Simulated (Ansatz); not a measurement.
Input for Ansatz (plane-wave DFT), ZnCu:

```yaml
crystal:
  lattice:
    - [2.92055392, 0.0, 0.0]
    - [0.0, 2.92055392, 0.0]
    - [0.0, 0.0, 2.92055392]
  atoms:
    - { symbol: Zn, position: [0.4832822862, 0.5016312487, 0.5067246389] }
    - { symbol: Cu, position: [-0.0058827846, 0.0165460292, 0.0145372818] }
basis:
  ecutwfc: 420
kpoints:
  mp_grid: { grid: [6, 6, 6] }
hamiltonian:
  xc: pbe
scf:
  occupations: { method: gaussian, width: 0.1 }
output:
  forces: true
  stress: true
  eigenvalues: true
```

Command:

```bash
ansatz run input.yaml --threads 1 --pin off --max-ram 1331MiB --backend cpu --events-out ev --progress --plain --runs-dir out
```

From the log (HF is the Harris–Foulkes energy, dr2 the density residual in eV):

```text
Pseudopotential: Zn, paw, valence charge 12, recommended cutoff 420 eV (normal)
Pseudopotential: Cu, paw, valence charge 19, recommended cutoff 420 eV (normal)
Crystal: 2 atoms, lattice volume = 24.911 Å³
Basis set: ecut = 420 eV, 461 PW (Γ), exchange–correlation on 40×40×40 points (8 copies of the dense FFT grid, shifted against one another)
Bands: 20, of which v1, the nominal top of the filled ones, is band 16 counted from 1 (15 counted from 0)
Symmetry: 1 space group operations
Space group: P1 (ITA 1), of the structure as read, at distance tolerance 2.9e-5 Å
k-points: 112 of 216 (time reversal used)
Initial density: superposition of atomic densities, corrected by the library's trained network
SCF iter   1: HF=-9944.274562 eV  Δρ=9.51e-4  dr2=9.35e-5
SCF iter   2: HF=-9944.275108 eV  Δρ=5.13e-4  dr2=2.07e-5
SCF iter   3: HF=-9944.275135 eV  Δρ=1.21e-4  dr2=1.33e-6
SCF iter   4: HF=-9944.275136 eV  Δρ=4.96e-5  dr2=5.61e-7
SCF iter   5: F=-9944.275135 eV  HF=-9944.275135 eV  Δρ=9.90e-6  dr2=1.28e-8
SCF iter   6: F=-9944.275135 eV  HF=-9944.275135 eV  Δρ=1.04e-6  dr2=1.84e-10
SCF 1 converged in 6 iterations: F = -9944.275135 eV  dr2 = 1.84e-10
SCF converged after 6 iterations
Free energy (F): -9944.275135 eV
E sigma→0 (E₀):  -9944.271487 eV
Entropy (-TS):   -0.007296 eV (-3.648 meV/atom)
Fermi energy:    14.960406 eV
--- Forces (eV/Å), atoms counted from 1 ---
  atom   1  Zn     0.15926017     0.21834045     0.11509609
  atom   2  Cu    -0.15926389    -0.21834481    -0.11509837
--- Stress (GPa, compression-positive) ---
        6.386838       0.191402       0.100624
        0.191402       6.293651       0.138190
        0.100624       0.138190       6.438644
  P = ⅓ Tr σ = 6.3730 GPa (63.730 kbar)
```

The inputs are trials, many of them unsound on purpose. Their numbers show the effect of the settings and aren't properties of the material.